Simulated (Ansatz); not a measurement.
The polar optical mode of AlP at 16 GPa, worked through

Computed with DFT LDA, scalar-relativistic, plane waves, PAW in Ansatz 0.2.0. Cutoff 420 eV, 10×10×10 k-points (Γ-centred), fixed occupations. No spin polarisation. Phonons by linear response, acoustic sum rule imposed.

The cell, relaxed at 16 GPa:
```cif
data_structure
_symmetry_space_group_name_H-M 'P 1'
_symmetry_Int_Tables_number 1
_cell_length_a 3.6732
_cell_length_b 3.6732
_cell_length_c 3.6732
_cell_angle_alpha 60.000
_cell_angle_beta 60.000
_cell_angle_gamma 60.000
_cell_volume 35.05
loop_
_atom_site_label
_atom_site_type_symbol
_atom_site_fract_x
_atom_site_fract_y
_atom_site_fract_z
_atom_site_occupancy
Al1 Al 0.00000 0.00000 0.00000 1
P1 P 0.75000 0.75000 0.75000 1
```

Linear response gives ν_TO = 516.9 cm⁻¹, Born charges ±2.140 e (positive on Al) and ε∞ = 8.316. The primitive cell holds 35.045 Å³, and the masses are 26.982 and 30.974 amu.

**Question.** Find ν_LO and the static dielectric constant.

**Answer.** The long-wave field adds a restoring force: ω_LO² − ω_TO² = Z*²e²/(ε_vac ε∞ μV). In these units ν_LO² − ν_TO² = 4.92064×10⁷ Z*²/(μ V ε∞) cm⁻², with μ = m₁m₂/(m₁ + m₂) = 14.420 amu: 53605 cm⁻². So ν_LO = √(516.9² + 53605) = 566.4 cm⁻¹, and the run gives 566.4. Lyddane–Sachs–Teller then gives ε0 = ε∞ (ν_LO/ν_TO)² = 9.98, against 9.98 in the run (it forms both from the same three quantities, so the match checks the arithmetic only). Between ν_TO and ν_LO the dielectric function is negative and an undamped crystal reflects fully: a reststrahlen band from 17.7 to 19.3 μm.

**Question.** What do the Clausius–Mossotti polarisability and the Szigeti charge come to?

**Answer.** With the Lorentz local field, α = (3V/4π)(ε∞ − 1)/(ε∞ + 2) = 5.93 Å³ for the pair, and e_S = 3Z*/(ε∞ + 2) = 0.62 e. The Born charge includes the electrons' response to the dipole's own local field, and e_S takes that enhancement out. The Lorentz field assumes point-like polarisable ions, a poor picture once ε∞ is this large, since the electron clouds then overlap or are shared, so both numbers are formal here.

**Question.** How strongly does a slow electron couple to the LO mode?

**Answer.** For one isotropic parabolic band, Fröhlich's constant is α_F = (1/ε∞ − 1/ε0) √(m* Ry/ħω_LO), with Ry = 13.606 eV, ħω_LO = 70.2 meV and m* in free-electron masses: α_F = 0.0201 × 13.92 × √m* = 0.28 √m*. The band mass isn't part of this run; for m* = 0.1, 0.3 and 1 it gives 0.09, 0.15, 0.28. In weak coupling the polaron lies α_F ħω_LO below the band edge (11 meV at m* = 0.3) with a mass m*(1 + α_F/6); past α_F of about 5 or 6 that expansion fails. A semilocal functional's ε∞ tends to be too large, which taken alone lowers α_F.

Cost: 1 run of about 0.48 core-minutes, on Arm Neoverse V2 (shared hosts).

The polar response of compressed AlP is mainly electronic: ionic displacement raises the dielectric constant only from 8.316 to 9.98. This fits a partly covalent sp³ network, in which stiff bonds between light atoms keep the transverse mode high and so limit how far the sublattices move in a static field. The Born charge of 2.140 e measures the polarisation current as the atoms move, including charge redistributed along the bonds, and is not a static ionic charge. It is large enough to split the modes clearly, although electronic screening weakens the long-range field behind the splitting. The same small ionic share, together with the high LO energy, explains the weak Fröhlich coupling at the masses considered. AlP is known to transform under pressure to the six-coordinate NiAs structure, so the tetrahedral crystal treated here is probably metastable, and a real optical frequency at the zone centre does not settle its stability.
